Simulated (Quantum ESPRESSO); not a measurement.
# GaN (P6_3mc) in Quantum ESPRESSO: a series of runs

Runs on GaN. Level: PBE. Tasks: phonons.

All numbers are computed with Quantum ESPRESSO 7.5; they aren't measurements. Logs are shortened: lines on timing, memory, paths and dates and some standing lists are left out, and cuts for length are marked.

### 1 Starting point

It takes space group P6_3mc (No. 186, hexagonal). The conventional cell has a = 3.180 Å, b = 3.180 Å, c = 5.166 Å, α = 90.00°, β = 90.00°, γ = 120.00°. Around Ga (site symmetry 3m) lie 4 N at 1.94 to 1.95 Å. Around N (site symmetry 3m) lie 4 Ga at 1.94 to 1.95 Å.

### 2 Phonons, PBE

The input, pw.in:

```
&CONTROL
  calculation = 'scf'
  prefix = 'pwscf'
  outdir = './tmp'
  pseudo_dir = './pseudo'
  tprnfor = .true.
  tstress = .true.
  disk_io = 'low'
/
&SYSTEM
  ibrav = 0
  celldm(1) = 8
  nat = 4
  ntyp = 2
  ecutwfc = 88
  nbnd = 26
  occupations = 'smearing'
  smearing = 'fd'
  degauss = 0.00367493
/
&ELECTRONS
  conv_thr = 8d-10
  electron_maxstep = 120
  mixing_beta = 0.5
/
ATOMIC_SPECIES
Ga    69.7230 31_Ga_13_1.9_2.4_pbe_n_v1.0.upf
N     14.0070 07_N_5_1.2_1.4_pbe_n_v1.0.upf
CELL_PARAMETERS alat
  0.7511661345387   0.0000000000000   0.0000000000000
 -0.3755830672694   0.6505289549650   0.0000000000000
  0.0000000000000   0.0000000000000   1.2202906449771
ATOMIC_POSITIONS crystal
Ga     0.6666666667    0.3333333333    0.5000000000
Ga     0.3333333333    0.6666666667    0.0000000000
N      0.6666666667    0.3333333333    0.8750000000
N      0.3333333333    0.6666666667    0.3750000000
K_POINTS automatic
6 6 2 0 0 1
```

The input, relax.in:

```
&CONTROL
  calculation = 'relax'
  prefix = 'pwscf'
  outdir = './tmp'
  pseudo_dir = './pseudo'
  tprnfor = .true.
  tstress = .true.
  disk_io = 'low'
  nstep = 40
  forc_conv_thr = 0.0001
  etot_conv_thr = 1d-06
/
&SYSTEM
  ibrav = 0
  celldm(1) = 8
  nat = 4
  ntyp = 2
  ecutwfc = 88
  nbnd = 26
  occupations = 'smearing'
  smearing = 'fd'
  degauss = 0.00367493
/
&ELECTRONS
  conv_thr = 8d-10
  electron_maxstep = 120
  mixing_beta = 0.5
/
&IONS
  ion_dynamics = 'bfgs'
/
ATOMIC_SPECIES
Ga    69.7230 31_Ga_13_1.9_2.4_pbe_n_v1.0.upf
N     14.0070 07_N_5_1.2_1.4_pbe_n_v1.0.upf
CELL_PARAMETERS alat
  0.7511661345387   0.0000000000000   0.0000000000000
 -0.3755830672694   0.6505289549650   0.0000000000000
  0.0000000000000   0.0000000000000   1.2202906449771
ATOMIC_POSITIONS crystal
Ga     0.6666666667    0.3333333333    0.5000000000
Ga     0.3333333333    0.6666666667    0.0000000000
N      0.6666666667    0.3333333333    0.8750000000
N      0.3333333333    0.6666666667    0.3750000000
K_POINTS automatic
6 6 2 0 0 1
```

The input, scf2.in:

```
&CONTROL
  calculation = 'scf'
  prefix = 'pwscf'
  outdir = './tmp'
  pseudo_dir = './pseudo'
  tprnfor = .true.
  tstress = .true.
  disk_io = 'low'
/
&SYSTEM
  ibrav = 0
  celldm(1) = 8
  nat = 4
  ntyp = 2
  ecutwfc = 88
  nbnd = 26
  occupations = 'fixed'
/
&ELECTRONS
  conv_thr = 1d-13
  electron_maxstep = 120
  mixing_beta = 0.5
  startingpot = 'file'
  startingwfc = 'file'
/
ATOMIC_SPECIES
Ga    69.7230 31_Ga_13_1.9_2.4_pbe_n_v1.0.upf
N     14.0070 07_N_5_1.2_1.4_pbe_n_v1.0.upf
CELL_PARAMETERS alat
  0.7511661345340  -0.0000000000000   0.0000000000000
 -0.3755830672670   0.6505289549690   0.0000000000000
  0.0000000000000   0.0000000000000   1.2202906449771
ATOMIC_POSITIONS crystal
Ga     0.6666666666    0.3333333332    0.4989314888
Ga     0.3333333332    0.6666666666   -0.0010685112
N      0.6666666666    0.3333333332    0.8760685112
N      0.3333333332    0.6666666666    0.3760685112
K_POINTS automatic
6 6 2 0 0 1
```

The input, ph.in:

```
phonons of GaN
&INPUTPH
  prefix = 'pwscf'
  outdir = './tmp'
  tr2_ph = 1d-18
  fildyn = 'dyn'
  niter_ph = 90
  alpha_mix(1) = 0.7
  epsil = .true.
/
0.0000000000 0.0000000000 0.0000000000
```

The input, dynmat.in:

```
&INPUT
  fildyn = 'dyn'
  asr = 'crystal'
  lperm = .true.
  filout = 'dynmat.disp'
  fileig = 'dynmat.eig'
/
```

The input, dynmat_lo.in:

```
&INPUT
  fildyn = 'dyn'
  asr = 'crystal'
  filout = 'dynmat_lo.disp'
  fileig = 'dynmat_lo.eig'
  q(1) = 0
  q(2) = 0
  q(3) = 1
/
```

Potentials or basis: SPMS 1.0 PBE.

The run is started by

```bash
$ OMP_NUM_THREADS=1 mpirun -n 4 pw.x -nk 2 -in pw.in > pw.out
$ OMP_NUM_THREADS=1 mpirun -n 4 pw.x -nk 2 -in relax.in > relax.out
$ OMP_NUM_THREADS=1 mpirun -n 4 pw.x -nk 2 -in scf2.in > scf2.out
$ OMP_NUM_THREADS=1 mpirun -n 4 ph.x -nk 2 -in ph.in > ph.out
$ OMP_NUM_THREADS=1 mpirun -n 1 dynmat.x -in dynmat.in > dynmat.out
$ OMP_NUM_THREADS=1 mpirun -n 1 dynmat.x -in dynmat_lo.in > dynmat_lo.out
```

pw.out:

```text
This program is part of the open-source Quantum ESPRESSO suite
     for quantum simulation of materials; please cite
[... 6 lines left out ...]
     using ibrav=0 with symmetry is DISCOURAGED, use correct ibrav instead

     K-points division:     npool     =       2
     Subspace diagonalization in iterative solution of the eigenvalue problem:
     a serial algorithm will be used

     --------------------
     sticks:   dense  smooth     PW     G-vecs:    dense   smooth      PW
     Min         435     435    126                16987    16987    2646
     Max         436     436    127                16990    16990    2653
     Sum         871     871    253                33977    33977    5299

     Using Slab Decomposition

     bravais-lattice index     =            0
     lattice parameter (alat)  =       8.0000  a.u.
     unit-cell volume          =     305.3064 (a.u.)^3
     number of atoms/cell      =            4
     number of atomic types    =            2
     number of electrons       =        36.00
     number of Kohn-Sham states=           26
     kinetic-energy cutoff     =      88.0000  Ry
     charge density cutoff     =     352.0000  Ry
     scf convergence threshold =      8.0E-10
     mixing beta               =       0.5000
     number of iterations used =            8  plain     mixing
     Exchange-correlation= PBE
                           (   1   4   3   4   0   0   0)

     celldm(1)=   8.000000  celldm(2)=   0.000000  celldm(3)=   0.000000
     celldm(4)=   0.000000  celldm(5)=   0.000000  celldm(6)=   0.000000

     crystal axes: (cart. coord. in units of alat)
               a(1) = (   0.751166   0.000000   0.000000 )
               a(2) = (  -0.375583   0.650529   0.000000 )
               a(3) = (   0.000000   0.000000   1.220291 )

     reciprocal axes: (cart. coord. in units 2 pi/alat)
               b(1) = (  1.331263  0.768605 -0.000000 )
               b(2) = (  0.000000  1.537211  0.000000 )
               b(3) = (  0.000000 -0.000000  0.819477 )

     PseudoPot. # 1 for Ga read from file:
     31_Ga_13_1.9_2.4_pbe_n_v1.0.upf
     Pseudo is Norm-conserving + core correction, Zval = 13.0
     Generated using ONCVPSP code by D. R. Hamann
     Using radial grid of 1902 points,  6 beta functions with:
                l(1) =   0
                l(2) =   0
                l(3) =   1
                l(4) =   1
                l(5) =   2
                l(6) =   2

     PseudoPot. # 2 for N  read from file:
     07_N_5_1.2_1.4_pbe_n_v1.0.upf
     Pseudo is Norm-conserving + core correction, Zval =  5.0
     Generated using ONCVPSP code by D. R. Hamann
     Using radial grid of 1066 points,  4 beta functions with:
                l(1) =   0
                l(2) =   0
                l(3) =   1
                l(4) =   1

     atomic species   valence    mass     pseudopotential
     Ga               13.00    69.72300     Ga( 1.00)
     N                 5.00    14.00700     N ( 1.00)

     12 Sym. Ops. (no inversion) found ( 6 have fractional translation)

   Cartesian axes

     site n.     atom                  positions (alat units)
         1        Ga     tau(   1) = (   0.3755831   0.2168430   0.6101453  )
         2        Ga     tau(   2) = (  -0.0000000   0.4336860   0.0000000  )
         3        N      tau(   3) = (   0.3755831   0.2168430   1.0677543  )
         4        N      tau(   4) = (  -0.0000000   0.4336860   0.4576090  )

     number of k points=     7  Fermi-Dirac smearing, width (Ry)=  0.0037
                       cart. coord. in units 2pi/alat
        k(    1) = (   0.0000000   0.0000000   0.2048692), wk =   0.0555556
        k(    2) = (   0.0000000   0.2562018   0.2048692), wk =   0.3333333
        k(    3) = (   0.0000000   0.5124035   0.2048692), wk =   0.3333333
        k(    4) = (   0.0000000  -0.7686053   0.2048692), wk =   0.1666667
        k(    5) = (   0.2218772   0.3843026   0.2048692), wk =   0.3333333
        k(    6) = (   0.2218772   0.6405044   0.2048692), wk =   0.6666667
        k(    7) = (   0.4437545   0.7686053   0.2048692), wk =   0.1111111

     Dense  grid:    33977 G-vectors     FFT dimensions: (  36,  36,  60)

     Initial potential from superposition of free atoms

     starting charge      35.9946, renormalised to      36.0000
     Starting wfcs are   26 randomized atomic wfcs

     Self-consistent Calculation

     iteration #  1     ecut=    88.00 Ry     beta= 0.50
     Davidson diagonalization with overlap
     ethr =  1.00E-02,  avg # of iterations =  4.3

     total energy              =    -336.59051511 Ry
     estimated scf accuracy    <       1.04336209 Ry

     iteration #  2     ecut=    88.00 Ry     beta= 0.50
     Davidson diagonalization with overlap
     ethr =  2.90E-03,  avg # of iterations =  2.0
[... 57 lines left out ...]
     total energy              =    -336.93371843 Ry
     estimated scf accuracy    <          6.2E-09 Ry

     iteration # 11     ecut=    88.00 Ry     beta= 0.50
     Davidson diagonalization with overlap
     ethr =  1.72E-11,  avg # of iterations =  2.0

     End of self-consistent calculation

          k = 0.0000 0.0000 0.2049 (  4229 PWs)   bands (ev):

    -4.7853  -4.1436  -2.5230  -2.5230  -2.4880  -2.4789  -2.4789  -2.2623
    -2.2623  -2.1914  -2.1914  -1.4295   5.0185   9.5347  10.1708  10.1708
    10.9196  10.9196  14.2711  15.5264  19.9659  20.7589  21.1349  21.1349
    22.3745  22.3745

          k = 0.0000 0.2562 0.2049 (  4242 PWs)   bands (ev):

    -4.5601  -4.0663  -2.5051  -2.4851  -2.4565  -2.4291  -2.3867  -2.2637
    -2.2623  -2.2156  -2.1885  -1.1990   5.2628   8.4690   8.7975   9.6900
    10.3633  10.6296  15.1730  16.7644  19.0103  19.6841  21.0928  21.7530
    22.0282  22.9640

          k = 0.0000 0.5124 0.2049 (  4249 PWs)   bands (ev):

    -4.1791  -3.9603  -2.4859  -2.4364  -2.4134  -2.3328  -2.3180  -2.2652
    -2.2281  -2.1794  -1.7119  -0.6623   5.0944   6.3696   7.3667   8.8892
     9.8824  10.0614  15.5690  16.8544  18.3422  19.3358  21.1562  22.1466
    22.1706  24.0853

          k = 0.0000-0.7686 0.2049 (  4258 PWs)   bands (ev):

    -4.0452  -3.9292  -2.4948  -2.4281  -2.4066  -2.3226  -2.2917  -2.2245
    -2.1896  -2.1692  -0.9260  -0.5205   4.3295   5.1925   7.7492   8.5377
     9.3598   9.7920  15.4481  16.2242  18.7177  19.0090  21.4595  21.9682
    22.0636  24.6479

          k = 0.2219 0.3843 0.2049 (  4245 PWs)   bands (ev):

    -4.2602  -3.9806  -2.4648  -2.4619  -2.4055  -2.3918  -2.2985  -2.2939
    -2.2263  -2.2098  -1.9109  -0.7979   5.4117   7.0650   7.6301   8.6225
     9.7534  10.1407  16.1136  17.7834  18.4208  18.9589  20.7657  21.3113
    22.3071  23.8023
[... 8 lines left out ...]
          k = 0.4438 0.7686 0.2049 (  4290 PWs)   bands (ev):

    -3.9454  -3.9454  -2.4936  -2.3798  -2.3798  -2.3148  -2.2536  -2.2536
    -2.2522  -2.2376  -0.4266  -0.4266   5.2396   5.2396   6.0553   7.8590
     8.8593   8.8593  16.9999  18.3702  18.3702  19.3109  20.4137  20.4137
    24.2854  24.7287

     the Fermi energy is    12.8324 ev

!    total energy              =    -336.93371843 Ry
     estimated scf accuracy    <          2.2E-11 Ry
     smearing contrib. (-TS)   =      -0.00000000 Ry
     internal energy E=F+TS    =    -336.93371843 Ry

     The total energy is F=E-TS. E is the sum of the following terms:
     one-electron contribution =     -91.99748563 Ry
     hartree contribution      =      80.34068225 Ry
     xc contribution           =     -91.26996668 Ry
     ewald contribution        =    -234.00694837 Ry

     convergence has been achieved in  11 iterations

     Forces acting on atoms (cartesian axes, Ry/au):

     atom    1 type  1   force =     0.00000000    0.00000000   -0.00545449
     atom    2 type  1   force =     0.00000000    0.00000000   -0.00545449
     atom    3 type  2   force =     0.00000000    0.00000000    0.00545449
     atom    4 type  2   force =    -0.00000000    0.00000000    0.00545449

     Total force =     0.010909     Total SCF correction =     0.000004

     Computing stress (Cartesian axis) and pressure

          total   stress  (Ry/bohr**3)                   (kbar)     P=       78.63
   0.00048982   0.00000000   0.00000000           72.05        0.00        0.00
   0.00000000   0.00048982   0.00000000            0.00       72.05        0.00
   0.00000000   0.00000000   0.00062394            0.00        0.00       91.78

=------------------------------------------------------------------------------=
   JOB DONE.
=------------------------------------------------------------------------------=
```

Run time: 7.4 min. Hardware: 4 MPI ranks of AMD EPYC (Zen 3), shared host; peak memory 0.28 GiB.

What came out:

```
Free energy                                             : -4584.2183 eV
Pressure after relaxing                                 : 7.9 GPa
Electronic dielectric tensor (diagonal)                 : 5.83, 5.83, 5.66
Born charges (mean of the diagonal)                     : Ga +2.68; N -2.71 e
Highest phonon frequency at Γ, LO-TO splitting left out : 694 cm⁻¹
Static dielectric tensor (diagonal)                     : 10.07, 10.07, 10.65
```

Stress tensor (GPa, compression positive):
```
7.66 0.00 0.00
0.00 7.66 0.00
0.00 0.00 8.26
```

The path:
| step | energy change (eV) | largest force (eV/Å) | pressure (GPa) |
| --- | --- | --- | --- |
| 1 | 0.0000 | 0.1402 | 7.86 |
| 2 | -0.0012 | 0.0659 | 7.86 |
| 3 | -0.0015 | 0.0018 | 7.86 |
| 4 | -0.0015 | 0.0000 | 7.86 |

Final structure:
```
Ga N
1.0
     3.18000    0.00000    0.00000
    -1.59000    2.75396    0.00000
     0.00000    0.00000    5.16600
Ga N
2 2
Direct
  0.66667 0.33333 0.49893
  0.33333 0.66667 0.99893
  0.66667 0.33333 0.87607
  0.33333 0.66667 0.37607
```

Levels at points of the mesh, in eV from the valence-band top:
| k point | band 16 | band 17 | band 18 | band 19 | band 20 | band 21 |
| --- | --- | --- | --- | --- | --- | --- |
| (0.00, 0.00, 0.25) | -0.74 | 0.00 | 0.00 | 3.37 | 4.60 | 9.05 |

Phonon frequencies in cm⁻¹ (negative: imaginary):
| q point | frequencies |
| --- | --- |
| (0.000, 0.000, 0.000) | 4 4 7 135 135 332 536 558 558 570 570 694 |

Electronic dielectric tensor:
```
5.83 0.00 0.00
0.00 5.83 0.00
0.00 0.00 5.66
```

Born effective charge tensors (e):
atom 1, Ga
```
2.64 0.00 0.00
0.00 2.64 0.00
0.00 0.00 2.77
```
atom 2, Ga
```
2.64 0.00 0.00
0.00 2.64 0.00
0.00 0.00 2.77
```
atom 3, N
```
-2.69  0.00  0.00
 0.00 -2.69  0.00
 0.00  0.00 -2.77
```
atom 4, N
```
-2.69  0.00  0.00
 0.00 -2.69  0.00
 0.00  0.00 -2.77
```

Optical modes at Γ, degenerate ones joined, polar ones without the macroscopic field:
| cm⁻¹ | components | symmetry | active in | IR intensity, summed ((D/Å)²/amu) |
| --- | --- | --- | --- | --- |
| 135 | 2 | E2 | Raman | 0.00 |
| 332 | 1 | B1 | silent | 0.00 |
| 536 | 1 | A1 | IR and Raman | 30.40 |
| 558 | 2 | E1 | IR and Raman | 56.09 |
| 570 | 2 | E2 | Raman | 0.00 |
| 694 | 1 | B1 | silent | 0.00 |

Zone-centre frequencies without and with the macroscopic field along z (cm⁻¹):
|  | optical modes in rising order |
| --- | --- |
| without | 135 135 332 536 558 558 570 570 694 |
| with the field | 135 135 332 558 558 570 570 694 735 |

Static dielectric tensor, electrons and zone-centre modes:
```
10.07  0.00  0.00
 0.00 10.07  0.00
 0.00  0.00 10.65
```

Caveat: the k mesh is coarse (spacing up to 0.61 Å⁻¹), so the values aren't converged; the mesh is thin for the dielectric tensor, Born charges and intensities, which usually come out too large; the cell is more than 3 GPa from zero pressure, which shifts response properties; the Born charges break their sum rule by 0.06 e, a sign of too thin a mesh.

(Continued in part 2 of 4.)
